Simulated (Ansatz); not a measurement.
Pressure against volume in Be

The cell was found from a structure generator's guess, not taken from experiment.

Computed with DFT PBE, scalar-relativistic, plane waves, PAW in Ansatz. Plane waves to 420 eV, a 34×34×34 mesh through Γ for the 1-atom cell and 0.10 eV Gaussian smearing; no spin polarisation.

```
Be
1.0
     0.00000    1.57871    1.57871
     1.57871    0.00000    1.57871
     1.57871    1.57871    0.00000
Be
1
Direct
  0.50000 0.50000 0.50000
```

The cell was set to several volumes, with shape and atoms relaxed at each where symmetry leaves them free. Pressure is positive in compression, and energies count from the lowest row. No row has a gap on its mesh.

| row | V (Å³/atom) | P (GPa) | ΔE (meV/atom) |
| --- | --- | --- | --- |
| 1 | 6.925 | 19.25 | 51.2 |
| 2 | 7.161 | ? | ? |
| 3 | 7.397 | 8.26 | 11.4 |
| 4 | 7.633 | 3.81 | 2.6 |
| 5 | 7.869 | 0.00 | 0.0 |
| 6 | 8.105 | -3.29 | 2.6 |
| 7 | 8.341 | -6.18 | 9.6 |
| 8 | 8.656 | -9.53 | 25.1 |

Question: Find B = −V·ΔP/ΔV from rows 4 and 6 and from rows 1 and 3, and from the two its slope B′ and its value B0 at zero pressure.

Answer: Rows 4 and 6 give −(7.633 + 8.105)/2 × (-3.29 − (3.81))/(8.105 − 7.633) = 118.4 GPa at a mean pressure of 0.26 GPa. Rows 1 and 3 give −(6.925 + 7.397)/2 × (8.26 − (19.25))/(7.397 − 6.925) = 166.7 GPa at a mean pressure of 13.75 GPa. So B′ = (166.7 − 118.4)/(13.75 − (0.26)) = 3.58 and B0 = 118.4 − 3.58 × (0.26) = 117.5 GPa. A third-order Birch–Murnaghan fit to all the energies gives B0 = 118.6 GPa and B′ = 3.9.

Question: Estimate the pressure and energy of row 2.

Answer: From row 5, V0 = 7.869 × (1 + (0.00)/117.5) = 7.869 Å³/atom. Murnaghan's form P = (B0/B′)·[(V0/V)^B′ − 1] gives (117.5/3.58) × [(7.869/7.161)^3.58 − 1] = 13.18 GPa; the computed pressure is 13.38 GPa, so the estimate is off by -0.20 GPa. The work of compression from row 3, with the mean of the two pressures, gives ΔE = 11.4 + (13.18 + 8.26)/2 × (7.397 − 7.161)/160.2 × 1000 = 27.2 meV/atom (1 eV/Å³ = 160.2 GPa); the computed value is 27.2 meV/atom.

All volumes keep the k mesh of the relaxed cell. A later test with randomly moved atoms came back to the same energy, though modes that don't fit the test's cell weren't probed.
